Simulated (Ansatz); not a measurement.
Results of HSE06 in Ansatz (plane waves, PAW) for fluorite SrF₂.

Run with plane-wave cutoff 460 eV, 8×8×8 k mesh, Fermi–Dirac smearing 0.01 eV, scalar-relativistic PAW data made under PBE.

Computed points:

```csv
V (Å³/atom),E − E_lowest (meV/atom),P (GPa)
15.519,10.13,4.10
15.989,1.81,1.64
16.336,0.00,0.07
16.744,1.96,-1.56
17.153,7.79,-2.98
```

**Question.** Estimate the bulk modulus from the pressures at 15.989 and 16.744 Å³/atom, and compare it with a fit to all energies.

**Answer.** B = −V dP/dV. Between V = 15.989 and 16.744 Å³/atom, dP/dV = (-1.56 − (1.64))/(16.744 − 15.989) = -4.24 GPa per Å³/atom; at the midpoint 16.367 Å³/atom this gives B ≈ 69.4 GPa. The third-order Birch–Murnaghan fit gives V0 = 16.351 Å³/atom, B0 = 69.5 GPa, B′ = 4.6, which lies within 1 % of that estimate.

Measured, for comparison: bulk modulus 69 GPa (temperature not stated, no zero-point or thermal correction; as tabulated in On the Morphology of Group II Metal Fluoride Nanocrystals at Finite Temperature …). Computed less measured: bulk modulus +0.7 %. A static lattice is as a rule a little smaller and stiffer than an uncorrected measurement, which can account for part of this in the bulk modulus.

Static lattice: no zero-point or thermal effects.

Ansatz is a program for electronic structure.
